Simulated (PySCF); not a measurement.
# CHF3: the cost of one run

Computed with PySCF 2.14.0, with density-fitted response routines of our own, on a single molecule in the gas phase. Atoms are numbered from 0 throughout.

## (1) The molecule as given

5 atoms, charge 0, multiplicity 1; geometry from: MMFF94s. The atoms were then displaced at random by about 0.03 Å, so the start is not that level's minimum.

Bonds of the start (Å): F0–C1 1.44, C1–F2 1.39, C1–F3 1.37, C1–H4 1.07.

## (2) Relaxing the molecule at PBE0-D3(BJ)/def2-SVP

Job settings and geometry (Å):

```
{"job": {"xc": "PBE0", "basis": "def2-SVP", "d3": "d3bj", "grid": 1, "shake": 0.03, "kind": "geom"}, "charge": 0, "multiplicity": 1}
F      1.167480    -0.696540    -0.375150
C     -0.015520    -0.007900     0.065050
F     -1.135200    -0.707830    -0.361140
F      0.042000     1.229690    -0.519960
H      0.016090     0.072100     1.129090
```

Run with:

```console
> OMP_NUM_THREADS=1 python probes_run.py task.json out
```

One launch serves the whole session: the jobs run in the order shown.

**Question.** How long does this first job take on 1 thread of AMD EPYC 7B13, shared host, and how much memory does it need?

About 5.6 s, with a peak of 0.28 GiB.
